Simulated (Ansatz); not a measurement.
Theory: Ansatz 0.2.0, DFT PBE, scalar-relativistic, plane waves, PAW. All cells share a 420 eV cutoff and Γ-centred k meshes spaced at most about 0.3 Å⁻¹ (2π included). No spin polarisation in the final relaxations.

All energies are static (0 K, no zero-point motion). All come from trial cells, and lower structures may exist.

**Question.** Order these relaxed structures of HfSi3O8 by energy, lowest first, with the energy over the lowest of them.
A.

```
CELL_PARAMETERS angstrom
5.29550 0.00000 0.00000
-2.62698 4.60676 0.00000
-0.14068 -0.13799 9.10367
ATOMIC_POSITIONS crystal
Hf 0.32128 0.65757 0.93751
Si 0.67943 0.34416 0.43258
Si 0.65086 0.31953 0.08077
Si 0.34929 0.67971 0.54686
O 0.62295 0.00978 0.03297
O 0.52997 0.51163 0.51205
O 0.02809 0.51050 0.46762
O 0.95780 0.58199 0.02285
O 0.31523 0.68601 0.72370
O 0.62612 0.34353 0.25687
O 0.53079 0.01111 0.48825
O 0.38820 0.34449 0.99798
```

B.

```
CELL_PARAMETERS angstrom
5.46848 0.00000 0.00000
-2.73424 4.73584 0.00000
0.00000 0.00000 9.31487
ATOMIC_POSITIONS crystal
Hf 0.66667 0.33333 0.92706
Si 0.33333 0.66667 0.43556
Si 0.33333 0.66667 0.08871
Si 0.66667 0.33333 0.54068
O 0.02041 0.51020 0.02272
O 0.49984 0.99967 0.48767
O 0.49984 0.50016 0.48767
O 0.48980 0.51020 0.02272
O 0.66667 0.33333 0.71508
O 0.33333 0.66667 0.26173
O 0.00033 0.50016 0.48767
O 0.48980 0.97959 0.02272
```

**Answer.** A (0 meV/atom), B (37 meV/atom). Forms: A P1; B P3m1. Counting O atoms around Hf and Si (those within 1.25 times the shortest such distance or 1.15 times the sum of covalent radii): A has Hf 4, Si 4; B has Hf 4, Si 4.

Spin–orbit coupling, which can matter for Hf, is left out. Cells relaxed within their symmetry can be saddle points. The P1 cell of HfSi3O8 came from shaking the P3m1 one. Some structure types and database cells were kept out of the candidates from the start, so a known form may be missing.
